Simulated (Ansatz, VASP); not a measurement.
One calculation of Ba, two programs

File INCAR:

```
SYSTEM = Ba
ALGO = Normal ; EDIFF = 1E-6
EDIFFG = -0.005 ; ENCUT = 600
GGA = PS ; IBRION = 2
ISIF = 3 ; ISMEAR = 0
LASPH = .TRUE. ; LCHARG = .FALSE.
LREAL = .FALSE. ; LWAVE = .FALSE.
NELM = 100 ; NSW = 100
PREC = Accurate ; SIGMA = 0.1
```

KPOINTS

```
k-points
0
G
  12 12 12
  0 0 0
```

The input POSCAR:

```
Ba
1.0
    0.0000000000      3.2326650028      3.2326650028
    3.2326650028      0.0000000000      3.2326650028
    3.2326650028      3.2326650028      0.0000000000
Ba
1
Direct
    0.0000000000      0.0000000000      0.0000000000
```

Input for Ansatz:

```yaml
crystal:
  lattice:
    - [0.0, 3.2326650028, 3.2326650028]
    - [3.2326650028, 0.0, 3.2326650028]
    - [3.2326650028, 3.2326650028, 0.0]
  atoms:
    - { symbol: Ba, position: [0.0, 0.0, 0.0] }
basis:
  ecutwfc: 420
kpoints:
  mp_grid: { grid: [12, 12, 12] }
hamiltonian:
  xc: pbesol
scf:
  occupations: { method: gaussian, width: 0.1 }
output:
  forces: true
  stress: true
  eigenvalues: true
relax:
  adjacent_minimum: "off"
  f_tol: 0.005
  max_steps: 80
  cell: { stress_tol: 0.05 }
```

This isn't the form of Ba at room conditions, which is bcc.

Alike in both runs: task relaxation of cell and atoms; functional PBEsol; k mesh 12 × 12 × 12; occupations gaussian, width 0.1 eV; no spin polarisation.

|  | VASP | Ansatz |
| --- | --- | --- |
| version | VASP 6.6.1 | Ansatz 0.2.0 |
| potentials or method | VASP PAW PBE potentials, release 64 (Ba_sv) | scalar-relativistic, plane waves, PAW |
| plane-wave cutoff (eV) | 600 | 420 |
| valence electrons in the cell | 10 | 10 |

```csv
,VASP,Ansatz,Ansatz less VASP
"gap on the k mesh at the Fermi level, each at its own relaxed structure (eV)",none,none,-
relaxed volume (Å³/atom),59.10,58.52,-0.580
relaxed cell length with the largest relative difference (Å),4.372,4.358,-0.0144
energy change over the relaxation (meV/atom),-29,-31,-2.7
```

A gap of «none» marks a metal or a gap that the smearing closes.

Caveats: the PAW data sets were made with another functional, which shifts forces and pressure a little (VASP). Spin-orbit coupling is left out, which matters for the levels of Ba.
